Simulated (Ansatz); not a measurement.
## The bulk modulus of GaN from a series of volumes

Reference cell: an entry of the Crystallography Open Database (COD) whose atoms were relaxed with PBE, the cell held.

```
CELL_PARAMETERS angstrom
3.18000 0.00000 0.00000
-1.59000 2.75396 0.00000
0.00000 0.00000 5.16600
ATOMIC_POSITIONS crystal
Ga 0.33333 0.66667 0.00394
Ga 0.66667 0.33333 0.50394
N 0.33333 0.66667 0.38106
N 0.66667 0.33333 0.88106
```

Atoms are numbered from 1 in the order listed; like atoms form one site, named after its first atom.

Method: Kohn–Sham DFT in Ansatz, PBE, plane waves and PAW, scalar-relativistic, 420 eV cutoff, Γ-centred 11×11×6 k-points, Fermi–Dirac smearing 0.02 eV.

The cell is scaled uniformly, and the ions relax again at each size.

| V/V₀ | pressure (GPa) | gap on the k-mesh (eV) |
| --- | --- | --- |
| 0.94 | 21.7 | 2.39 |
| 0.96 | 16.4 | 2.25 |
| 0.98 | ? | ? |
| 1.00 | 7.3 | 1.98 |
| 1.02 | 3.4 | 1.85 |
| 1.04 | -0.1 | 1.72 |
| 1.06 | -3.2 | 1.59 |

Q: Estimate the row at V/V₀ = 0.98 and the bulk modulus.

A: pressure (GPa): 11.6; gap on the k-mesh (eV): 2.11. Worked: a parabola in ln(V/V₀) through the other 6 rows gives 11.6 GPa there. It crosses zero pressure at V/V₀ = 1.039, the equilibrium volume of this functional, where the bulk modulus is B = −dP/d ln V = 172 GPa. The shape of the cell is held, so in this non-cubic crystal both values are those of uniform scaling, and B is an upper bound to the hydrostatic one. The gap falls as the cell grows, by 0.067 eV per per cent of volume.

PBE gaps are too small, by a third to a half in many semiconductors; their changes with volume are better.
